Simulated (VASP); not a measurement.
A run of VASP 6.6.1 is set up as follows.

Contents of INCAR:

```
SYSTEM = BaHfO3
PREC = Accurate
ENCUT = 520
EDIFF = 1E-7
ISMEAR = 0
SIGMA = 0.1
LREAL = .False.
LASPH = .True.
NELM = 100
ALGO = Normal
ISIF = 2
LWAVE = .False.
LCHARG = .True.
GGA = PE
IVDW = 12
LELF = .True.
LVHAR = .True.
NBANDS = 27
```

KPOINTS

```
regular mesh
0
Gamma
  4 4 4
  0 0 0
```

The input POSCAR:

```
BaHfO3
1.0
    4.1695666300      0.0000000000      0.0000000000
    0.0000000000      4.1695666300      0.0000000000
    0.0000000000      0.0000000000      4.1703767800
Ba Hf O
1 1 3
Direct
    0.5000000000      0.5000000000      0.9964249700
    0.0000000000      0.0000000000      0.4978753300
    0.0000000000      0.5000000000      0.4988901300
    0.5000000000      0.0000000000      0.4988901300
    0.0000000000      0.0000000000      0.9979412000
```

Potentials or basis: VASP PAW PBE potentials, release 64 (Ba_sv, Hf_pv, O).

Command:

```console
$ cat potpaw_PBE.64/Ba_sv/POTCAR potpaw_PBE.64/Hf_pv/POTCAR potpaw_PBE.64/O/POTCAR > POTCAR
$ mpirun -np 1 vasp_std > vasp.out
```

Q: Estimate the pressure.

A: 1.1 GPa.

Q: Predict the dispersion energy per atom.

A: -0.234 eV.

Q: Estimate the band gap on the k mesh.

A: 3.58 eV, indirect (least direct gap 3.79 eV).

Q: Predict the largest force.

A: 0.024 eV/Å.

Forces in eV/Å, atoms in the order of the input:
```
Ba   0.000  0.000  0.024
Hf   0.000  0.000 -0.017
O    0.000  0.000 -0.014
O    0.000  0.000 -0.014
O    0.000  0.000  0.020
```

Caveat: spin-orbit coupling is left out, which moves the levels of the heavy elements. PBE gaps usually lie below the measured ones, often by a third to a half.
